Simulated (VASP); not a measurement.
Wanted: the native input for a VASP 6.6.1 run.

| Property | Result |
| --- | --- |
| Task | relaxation of cell and atoms |
| Functional | LDA |
| Potentials or basis | VASP PAW LDA potentials, release 64 (Hf_pv, O) |
| Cutoff | 600 eV |
| k mesh | 10 × 10 × 10 |
| Occupations | gaussian, width 0.03 eV |
| Spin | no spin polarisation |
| Further INCAR settings | ALGO = Normal; EDIFF = 1e-07; IBRION = 2; EDIFFG = -0.005; NSW = 90; ISIF = 3 |

The structure of HfO2 lies in POSCAR:

```
HfO2                                    
1.0
    0.0000000000      2.4899445239      2.4899445239
    2.4899445239      0.0000000000      2.4899445239
    2.4899445239      2.4899445239      0.0000000000
  Hf              O             
     1     2
Direct
     0.0000000000000000    0.0000000000000000    0.0000000000000000
     0.2500000000000000    0.2500000000000000    0.2500000000000000
     0.7500000000000000    0.7500000000000000    0.7500000000000000
```

Measurements of this composition are mostly on another form, of space group No. 14.

The input as run:

INCAR

```
SYSTEM = HfO2
PREC = Accurate
ENCUT = 600
EDIFF = 1E-7
ISMEAR = 0
SIGMA = 0.03
LREAL = .False.
LASPH = .True.
NELM = 80
ALGO = Normal
ISIF = 3
LWAVE = .False.
LCHARG = .False.
GGA = CA
IBRION = 2
NSW = 90
EDIFFG = -0.005
```

KPOINTS

```
regular mesh
0
Gamma
  10 10 10
  0 0 0
```

Potentials or basis: VASP PAW LDA potentials, release 64 (Hf_pv, O).

The run is started by

```sh
$ cat potpaw_LDA.64/Hf_pv/POTCAR potpaw_LDA.64/O/POTCAR > POTCAR
$ mpirun -np 1 vasp_std > vasp.out
```

Results of the run:

```json
{
  "Relaxed volume": "10.29 Å³/atom",
  "Relaxed cell": "a = 3.522 Å, b = 3.522 Å, c = 3.522 Å, α = 60.00°, β = 60.00°, γ = 60.00°",
  "Space group after relaxing (to 0.05 Å)": "Fm-3m (No. 225)",
  "Energy gained by relaxing": "0.0 meV/atom",
  "Ionic steps": "3",
  "Pressure after relaxing": "0.0 GPa",
  "Band gap on the k mesh": "3.74 eV, direct"
}
```

Caveat: spin-orbit coupling is left out, which moves the levels of the heavy elements.

Wall time 50 s on 1 thread of AMD EPYC 7R13 Processor (Zen 3), with other jobs on the host, peak memory 0.13 GiB.
